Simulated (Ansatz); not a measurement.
ZnS: moving S off its site

ZnS, P6_3mc, a = 3.809 Å, c = 12.466 Å. The compound has several low-lying forms, and this is one of them. Ansatz: r2SCAN, PAW, 500 eV, Γ-centred 6×6×2 mesh on 8 atoms, Gaussian smearing 0.05 eV; no spin polarisation.

```
Zn S
1.0
     3.80874    0.00000    0.00000
    -1.90437    3.29846    0.00000
     0.00000    0.00000   12.46647
Zn S
4 4
Cartesian
  0.0000 0.0000 0.0014
  0.0000 0.0000 6.2347
  0.0000 2.1990 3.1175
  1.9044 1.0995 9.3507
  0.0000 0.0000 2.3342
  0.0000 0.0000 8.5674
  0.0000 2.1990 5.4551
  1.9044 1.0995 11.6883
```

Atom 5 (S) moves by x along the unit vector (0.707, -0.707, 0.000), with its periodic images; all else is held. y is the free energy of the cell over the start, F the force along the path summed over the moved atoms.

```tsv
x (Å)	y (meV)	F (eV/Å)
-0.300	?	?
-0.200	118.9	1.12
-0.100	31.5	0.61
0.000	0.0	0.00
0.050	8.7	-0.36
0.100	36.3	-0.75
0.150	85.0	-1.21
0.200	157.8	-1.72
0.250	258.0	-2.30
0.300	389.5	-2.97
```

Q: Fit y = c2 x² + c3 x³ + c4 x⁴ to the energies of the other rows, give the force constant, and predict energy and force of the missing row.

A: Least squares on the rows shown. y = 3348.8 x² + 2431.2 x³ + 2766.8 x⁴. The force constant is 2 c2 = 6.70 eV/Å² (for all images moving together, not for a lone atom). The force −dy/dx at the missing row is 1.65 eV/Å (computed 1.58). At x = -0.300 the fit asked for gives 258.2 meV. The run gave 254.3 meV, so the fit is 3.9 meV too high, 1 % of the span of the series, against an rms of 0.08 meV on the fitted rows. The row lies outside the fitted range. With a term in x⁵ added, a fit to the same known rows predicts 254.2 meV, so most of the miss is curvature that the known rows already hold.